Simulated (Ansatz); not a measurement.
# Bi (I4/mcm) in Ansatz: notebook

Runs on Bi. Level: LDA. Tasks: single point, equation of state.

All numbers are computed with Ansatz 0.2.0; they aren't measurements. Logs are shortened: lines on timing, memory, paths and dates and some standing lists are left out, and cuts for length are marked.

## (1) The structure

The structure is tetragonal, space group I4/mcm (No. 140). The conventional cell has a = 8.899 Å, b = 8.899 Å, c = 4.131 Å, α = 90.00°, β = 90.00°, γ = 90.00°. Bi (site symmetry m2m) is surrounded by 7 Bi at 3.31 to 3.67 Å.

This isn't the form of Bi at room conditions, which is rhombohedral.

## (2) Single point, LDA, 38.45 Å³/atom (volume scaled by 0.94)

File input.yaml:

```yaml
crystal:
  lattice:
    - [-4.3589113281, 4.3589113281, 2.0234644129]
    - [4.3589113281, -4.3589113281, 2.0234644129]
    - [4.3589113281, 4.3589113281, -2.0234644129]
  atoms:
    - { symbol: Bi, position: [0.1456555, 0.3543445, 0.5] }
    - { symbol: Bi, position: [0.8543445, 0.6456555, 0.5] }
    - { symbol: Bi, position: [0.6456555, 0.1456555, 0.791311] }
    - { symbol: Bi, position: [0.3543445, 0.8543445, 0.208689] }
hamiltonian:
  xc: lda
  pseudopotentials: { kind: paw }
kpoints:
  mp_grid: { grid: [7, 7, 7] }
scf:
  occupations: { method: fermi_dirac, width: 0.05 }
output:
  forces: true
  stress: true
  eigenvalues: true
  write_density: true
  write_potential: true
  elf: true
  volumetric_format: npy
```

Potentials or basis: Ansatz PAW.

On the command line:

```console
$ ansatz run input.yaml --threads 2 --pin off --max-ram 5632MiB --backend cpu --events-out ev --progress --plain --runs-dir out
```

Log:

```text
Warning: RAYON_NUM_THREADS=2 ignored (pool sized by the plan → 2); use --threads N
Engine: ansatz 0.2.0, x86_64-unknown-linux-gnu
Pseudopotentials: kind: paw
Pseudopotential: Bi, paw, valence charge 15, recommended cutoff 420 eV (normal), Bi.paw.azcp
Functional definition: SPW92
  exchange = slater_x
  correlation = pw_c
Crystal: 4 atoms, lattice volume = 153.784 Å³
Basis set: ecut = 420 eV, 3003 PW (Γ)
Bands: 36, of which v1, the nominal top of the filled ones, is band 30 counted from 1 (29 counted from 0)
Symmetry: 16 space group operations
Space group: I4/mcm (ITA 140), of the structure as read, at distance tolerance 5.4e-5 Å
k-points: 40 of 343
Non-local potential: Bi, projectors of the file, l = 0: 2, l = 1: 2, l = 2: 2, l = 3: 2
PAW form: soft (Blöchl's): semilocal exchange-correlation on the pseudo side does not see the compensation charge
PAW frozen core: Bi, regenerated for the run's functional, and the local potential with it (the file was generated under x = pbe(κ = 0.804, μ = 0.2195149727645171), c = pbe(β = 0.06672455060314922))
PAW one-centre angular grid: Bi, 590 points (default); XC on 64 Gauss nodes
Initial density: superposition of atomic densities (neutral atoms: chi_scale 0, normalization atom), corrected by the library's trained network
Initial wavefunctions: pseudopotential atomic-orbital guess
Functional: x = slater, c = lda
SCF iter   1: F=—  HF=-48342.523726 eV  |F-HF|=—  |Δ(HF+E_count)|=         —  Δρ=3.47e-3  dr2=9.41e-3  ethr=1.77e-3  ⟨swp⟩=7.0  Hψ=5904  notcnv=0
preconditioner: auto → LDOS  [metal: Δε(μ)=0.037 eV  Ē_g=19.291 eV  σ=0.050 eV  W_gap=0.18  n_scr=44 (ndim 8)  ℏωp=23.2 eV  f_vac=0.140  D(μ)=3.43/eV (n_scr^D=16)  β→1.0]
SCF iter   2: F=—  HF=-48342.524940 eV  |F-HF|=—  |Δ(HF+E_count)|=   1.21e-3  Δρ=1.13e-3  dr2=1.68e-3  ethr=1.57e-5  ⟨swp⟩=2.4  Hψ=3011  notcnv=0  defer=2
SCF iter   3: F=—  HF=-48342.524182 eV  |F-HF|=—  |Δ(HF+E_count)|=   7.58e-4  Δρ=4.06e-4  dr2=1.49e-4  ethr=2.80e-6  ⟨swp⟩=2.0  Hψ=2628  notcnv=0  defer=2
SCF iter   4: F=—  HF=-48342.524148 eV  |F-HF|=—  |Δ(HF+E_count)|=   3.35e-5  Δρ=8.70e-5  dr2=8.21e-6  ethr=2.48e-7  ⟨swp⟩=2.0  Hψ=2432  notcnv=0  defer=2
SCF iter   5: F=—  HF=-48342.523986 eV  |F-HF|=—  |Δ(HF+E_count)|=   1.62e-4  Δρ=1.99e-5  dr2=9.13e-7  ethr=1.37e-8  ⟨swp⟩=2.0  Hψ=2622  notcnv=0  defer=2
SCF iter   6: F=-48342.523986 eV  HF=-48342.523986 eV  |F-HF|=8.09e-9  |Δ(HF+E_count)|=   2.93e-7  Δρ=3.97e-6  dr2=2.75e-8  ethr=1.67e-10  ⟨swp⟩=11.0  Hψ=12000  notcnv=0
SCF 1 converged in 6 iterations: F = -48342.523986 eV  dr2 = 2.75e-8
SCF converged after 6 iterations
Free energy (F): -48342.523986 eV
Harris-Foulkes:  -48342.523986 eV  (|F-HF|=8.09e-9)
Internal energy: -48342.496276 eV  (E = F + TS)
E sigma→0 (E₀):  -48342.510131 eV
Entropy (-TS):   -0.027710 eV (-6.928 meV/atom)
Fermi energy:    8.350865 eV
--- Per-component energies (eV) ---
  E_band       = -523.304866
  E_kinetic    = 1214.497592
  E_local      = -7306.706725  (includes V_loc(G=0)·N_el)
  E_nonlocal   = 2253.746768
  E_hartree    = 2525.078710
  E_xc         = -602.746468
  E_vxc        = -579.486499  (∫ρ·V_xc dr)
  E_paw        = -41410.787121  (= ΣΔE_a)
  E_vpaw       = -1155.500497  (= ΣTr[D̂ρ^β])
  E_aug_tail   = -0.002084  (compensation charges beyond the density's cutoff)
  E_ewald      = -5015.557409
  E_core_change = -0.019539  (= ΣΔE_core)
  E_smearing   = -0.027710  (= −TS)
  E_closure    = -0.000000  (closes the sum)
  Σ components = -48342.523986   (vs F -48342.523986, Δ=0.00e0)
--- Forces (eV/Å), atoms counted from 1 ---
  atom   1  Bi    -0.03152677     0.03152677    -0.00000000
  atom   2  Bi     0.03152677    -0.03152677    -0.00000000
  atom   3  Bi     0.03152677     0.03152677    -0.00000000
  atom   4  Bi    -0.03152677    -0.03152677    -0.00000000
  max |Σ_I F_I| component: 2.08e-17 eV/Å
--- Stress (GPa, compression-positive) ---
       -0.532268       0.000000       0.000000
        0.000000      -0.532268       0.000000
        0.000000       0.000000      -0.324337
  P = ⅓ Tr σ = -0.4630 GPa (-4.630 kbar)
--- Band table (eV; the first three rows and the last of 40) ---
  k-point 0: bands = ["-14.5436", "-14.5436", "-14.5130", "-14.4905", "-14.4905", "-14.4890", "-14.4569", "-14.4551", "-14.4125", "-14.3789", "-14.3707", "-14.3707", "-14.3274", "-14.3247", "-14.3247", "-14.3163", "-14.3163", "-14.2774", "-14.2736", "-14.2023", "-5.1235", "-2.0907", "-1.6775", "-1.6775", "3.6859", "6.4688", "7.0613", "7.0613", "7.7225", "7.9706", "8.2927", "8.2927", "11.3726", "11.4414", "11.4414", "12.2271"]
  k-point 1: bands = ["-14.5521", "-14.5450", "-14.5102", "-14.5004", "-14.4882", "-14.4780", "-14.4582", "-14.4491", "-14.4182", "-14.3804", "-14.3675", "-14.3644", "-14.3318", "-14.3295", "-14.3175", "-14.3163", "-14.3130", "-14.2806", "-14.2701", "-14.2067", "-5.0684", "-2.4761", "-1.6710", "-1.3853", "3.8964", "6.0850", "6.9103", "7.3991", "7.5082", "8.0340", "8.2893", "8.7637", "11.0153", "11.4181", "11.9687", "12.3489"]
  k-point 2: bands = ["-14.5677", "-14.5477", "-14.5084", "-14.5045", "-14.4820", "-14.4675", "-14.4603", "-14.4397", "-14.4293", "-14.3842", "-14.3633", "-14.3515", "-14.3389", "-14.3338", "-14.3161", "-14.3110", "-14.2981", "-14.2889", "-14.2637", "-14.2196", "-4.9205", "-2.9955", "-1.6563", "-1.0981", "4.4528", "5.6544", "6.5868", "7.0524", "8.0781", "8.0871", "8.2818", "9.5334", "10.6716", "11.4452", "12.3526", "12.5794"]
  k-point 39: bands = ["-14.6358", "-14.5280", "-14.4868", "-14.4682", "-14.4624", "-14.4579", "-14.4513", "-14.4401", "-14.4306", "-14.3908", "-14.3879", "-14.3833", "-14.3475", "-14.3317", "-14.3109", "-14.3095", "-14.2993", "-14.2551", "-14.2514", "-14.2449", "-4.2423", "-3.3630", "-3.2439", "0.2173", "4.5502", "6.3478", "6.3760", "6.7504", "7.8704", "9.4839", "9.7534", "9.8333", "10.3484", "10.5518", "10.8505", "11.3314"]
```

Wall time 8.3 s (2 threads of AMD EPYC 7R43 (Zen 3), shared host); peak memory 0.54 GiB.

What came out:

* Free energy: -48342.5240 eV
* Pressure: -0.5 GPa
* Largest force: 0.045 eV/Å
* Band gap on the k mesh: none (metal or under the smearing width)

Caveat: spin-orbit coupling is left out, which moves the levels of the heavy elements; the PAW data sets come from PBE, with cores solved anew for the run's functional, which leaves a small shift of forces and pressure.

## (3) Single point, LDA, 39.26 Å³/atom (volume scaled by 0.96)

Edit input.yaml of step 2 so:

```diff
@@ -2,5 +2,5 @@
   lattice:
-    - [-4.3589113281, 4.3589113281, 2.0234644129]
-    - [4.3589113281, -4.3589113281, 2.0234644129]
-    - [4.3589113281, 4.3589113281, -2.0234644129]
+    - [-4.3896088981, 4.3896088981, 2.0377146318]
+    - [4.3896088981, -4.3896088981, 2.0377146318]
+    - [4.3896088981, 4.3896088981, -2.0377146318]
   atoms:
@@ -21,5 +21 @@
   eigenvalues: true
-  write_density: true
-  write_potential: true
-  elf: true
-  volumetric_format: npy
```

Potentials or basis: Ansatz PAW.

On the command line:

```console
$ ansatz run input.yaml --threads 2 --pin off --max-ram 5632MiB --backend cpu --events-out ev --progress --plain --runs-dir out
```

Run time: 6.2 s. Hardware: 2 threads of AMD EPYC 7R43 (Zen 3), shared host; peak memory 0.55 GiB.

The run converged. Its results:

| Item | Value |
| --- | --- |
| Free energy | -48342.5055 eV |
| Pressure | -1.3 GPa |
| Largest force | 0.029 eV/Å |
| Band gap on the k mesh | none (metal or under the smearing width) |

Caveat: spin-orbit coupling is left out, which moves the levels of the heavy elements; the PAW data sets come from PBE, with cores solved anew for the run's functional, which leaves a small shift of forces and pressure.

## (4) Single point, LDA, 40.08 Å³/atom (volume scaled by 0.98)

Edit input.yaml of step 3 so:

```diff
@@ -2,5 +2,5 @@
   lattice:
-    - [-4.3896088981, 4.3896088981, 2.0377146318]
-    - [4.3896088981, -4.3896088981, 2.0377146318]
-    - [4.3896088981, 4.3896088981, -2.0377146318]
+    - [-4.4198830196, 4.4198830196, 2.0517682803]
+    - [4.4198830196, -4.4198830196, 2.0517682803]
+    - [4.4198830196, 4.4198830196, -2.0517682803]
   atoms:
```

On the command line:

```console
$ ansatz run input.yaml --threads 2 --pin off --max-ram 5632MiB --backend cpu --events-out ev --progress --plain --runs-dir out
```

Wall time 5.7 s (2 threads of AMD EPYC 7R43 (Zen 3), shared host); peak memory 0.55 GiB.

It converged, with:

```
Free energy            : -48342.4704 eV
Pressure               : -2.1 GPa
Largest force          : 0.096 eV/Å
Band gap on the k mesh : none (metal or under the smearing width)
```

Caveat: spin-orbit coupling is left out, which moves the levels of the heavy elements; the PAW data sets come from PBE, with cores solved anew for the run's functional, which leaves a small shift of forces and pressure.

## (5) Single point, LDA, 40.90 Å³/atom

Edit input.yaml of step 4 so:

```diff
@@ -2,5 +2,5 @@
   lattice:
-    - [-4.4198830196, 4.4198830196, 2.0517682803]
-    - [4.4198830196, -4.4198830196, 2.0517682803]
-    - [4.4198830196, 4.4198830196, -2.0517682803]
+    - [-4.449748, 4.449748, 2.065632]
+    - [4.449748, -4.449748, 2.065632]
+    - [4.449748, 4.449748, -2.065632]
   atoms:
```

On the command line:

```console
$ ansatz run input.yaml --threads 2 --pin off --max-ram 5632MiB --backend cpu --events-out ev --progress --plain --runs-dir out
```

It took 5.7 s on 2 threads of AMD EPYC 7R43 (Zen 3), shared host; peak memory 0.55 GiB.

It converged, with:

| Quantity | Value |
| --- | --- |
| Free energy | -48342.4204 eV |
| Pressure | -2.8 GPa |
| Largest force | 0.158 eV/Å |
| Band gap on the k mesh | none (metal or under the smearing width) |

Caveat: spin-orbit coupling is left out, which moves the levels of the heavy elements; the PAW data sets come from PBE, with cores solved anew for the run's functional, which leaves a small shift of forces and pressure.

## (6) Single point, LDA, 41.72 Å³/atom (volume scaled by 1.02)

Edit input.yaml of step 5 so:

```diff
@@ -2,5 +2,5 @@
   lattice:
-    - [-4.449748, 4.449748, 2.065632]
-    - [4.449748, -4.449748, 2.065632]
-    - [4.449748, 4.449748, -2.065632]
+    - [-4.4792173886, 4.4792173886, 2.0793120808]
+    - [4.4792173886, -4.4792173886, 2.0793120808]
+    - [4.4792173886, 4.4792173886, -2.0793120808]
   atoms:
```

Potentials or basis: Ansatz PAW.

On the command line:

```console
$ ansatz run input.yaml --threads 2 --pin off --max-ram 5632MiB --backend cpu --events-out ev --progress --plain --runs-dir out
```

It took 7.5 s on 2 threads of AMD EPYC 7R43 (Zen 3), shared host; peak memory 0.52 GiB.

Results (log left out):

| Property | Result |
| --- | --- |
| Free energy | -48342.3572 eV |
| Pressure | -3.4 GPa |
| Largest force | 0.213 eV/Å |
| Band gap on the k mesh | none (metal or under the smearing width) |

Caveat: spin-orbit coupling is left out, which moves the levels of the heavy elements; the PAW data sets come from PBE, with cores solved anew for the run's functional, which leaves a small shift of forces and pressure.

## (7) Single point, LDA, 42.54 Å³/atom (volume scaled by 1.04)

Edit input.yaml of step 6 so:

```diff
@@ -2,5 +2,5 @@
   lattice:
-    - [-4.4792173886, 4.4792173886, 2.0793120808]
-    - [4.4792173886, -4.4792173886, 2.0793120808]
-    - [4.4792173886, 4.4792173886, -2.0793120808]
+    - [-4.5083040308, 4.5083040308, 2.0928144856]
+    - [4.5083040308, -4.5083040308, 2.0928144856]
+    - [4.5083040308, 4.5083040308, -2.0928144856]
   atoms:
```

On the command line:

```console
$ ansatz run input.yaml --threads 2 --pin off --max-ram 5632MiB --backend cpu --events-out ev --progress --plain --runs-dir out
```

Wall time 6 s (2 threads of AMD EPYC 7R43 (Zen 3), shared host); peak memory 0.56 GiB.

Results (log left out):

```yaml
Free_energy: -48342.2822 eV
Pressure: -3.9 GPa
Largest_force: 0.264 eV/Å
Band_gap_on_the_k_mesh: none (metal or under the smearing width)
```

Caveat: spin-orbit coupling is left out, which moves the levels of the heavy elements; the PAW data sets come from PBE, with cores solved anew for the run's functional, which leaves a small shift of forces and pressure.

## (8) Single point, LDA, 43.35 Å³/atom (volume scaled by 1.06)

Edit input.yaml of step 7 so:

```diff
@@ -2,5 +2,5 @@
   lattice:
-    - [-4.5083040308, 4.5083040308, 2.0928144856]
-    - [4.5083040308, -4.5083040308, 2.0928144856]
-    - [4.5083040308, 4.5083040308, -2.0928144856]
+    - [-4.5370201173, 4.5370201173, 2.1061448736]
+    - [4.5370201173, -4.5370201173, 2.1061448736]
+    - [4.5370201173, 4.5370201173, -2.1061448736]
   atoms:
@@ -21 +21,5 @@
   eigenvalues: true
+  write_density: true
+  write_potential: true
+  elf: true
+  volumetric_format: npy
```

On the command line:

```console
$ ansatz run input.yaml --threads 2 --pin off --max-ram 5632MiB --backend cpu --events-out ev --progress --plain --runs-dir out
```

Run time: 8.6 s. Hardware: 2 threads of AMD EPYC 7R43 (Zen 3), shared host; peak memory 0.56 GiB.

The run converged. Its results:

| Item | Value |
| --- | --- |
| Free energy | -48342.1968 eV |
| Pressure | -4.4 GPa |
| Largest force | 0.309 eV/Å |
| Band gap on the k mesh | none (metal or under the smearing width) |

Caveat: spin-orbit coupling is left out, which moves the levels of the heavy elements; the PAW data sets come from PBE, with cores solved anew for the run's functional, which leaves a small shift of forces and pressure.

## (9) Equation of state, LDA

Potentials or basis: Ansatz PAW.

This step only gathers the single runs of the series.

Results:

- Equilibrium volume: 38.04 Å³/atom (rough: see the caveat)
- Bulk modulus at fixed shape and positions: 45 GPa (rough)

Energy against volume, from the lowest point:
```csv
volume (Å³/atom),energy (meV/atom)
38.446,0.00
39.264,4.61
40.082,13.40
40.900,25.90
41.718,41.70
42.536,60.44
43.354,81.79
```

Caveat: the minimum lies outside the volumes run; the cell was scaled at fixed shape and fractional positions, which overstates the stiffness of a crystal with free parameters, most of all of layers and chains; spin-orbit coupling is left out, which moves the levels of the heavy elements.
